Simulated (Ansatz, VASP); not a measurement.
**One calculation of AlN, two programs**

```
Al N
1.0
     3.10669    0.00000    0.00000
    -1.55335    2.69048    0.00000
     0.00000    0.00000    4.97859
Al N
2 2
Cartesian
  0.0000 1.7937 -0.0164
  1.5533 0.8968 2.4729
  0.0000 1.7937 1.8834
  1.5533 0.8968 4.3727
```

Alike in both runs: task single point; functional PBE0; k mesh 6 × 6 × 4; no spin polarisation.

|  | VASP | Ansatz |
| --- | --- | --- |
| version | VASP 6.6.1 | Ansatz 0.2.0 |
| potentials or method | VASP PAW PBE potentials, release 64 (Al, N) | plane waves, PAW |
| plane-wave cutoff (eV) | 520 | 420 |
| occupations | gaussian, width 0.01 eV | fixed |
| valence electrons in the cell | 16 | 16 |

|  | VASP | Ansatz | Ansatz less VASP |
| --- | --- | --- | --- |
| gap on the k mesh at the Fermi level (eV) | 6.32 | 6.33 | +0.003 |
| pressure (GPa) | -0.8 | -0.7 | +0.07 |
| largest component of the traceless stress (GPa) | 0.09 | 0.18 | +0.088 |
| rms of the force components (eV/Å) | 0.004 | 0.006 | +0.0016 |

Atom by atom the forces differ by 0.002 eV/Å (rms over components). Ansatz warned: «stress_exchange_threshold_loose».

Caveats: the PAW data sets were made with another functional, which shifts forces and pressure a little (VASP).
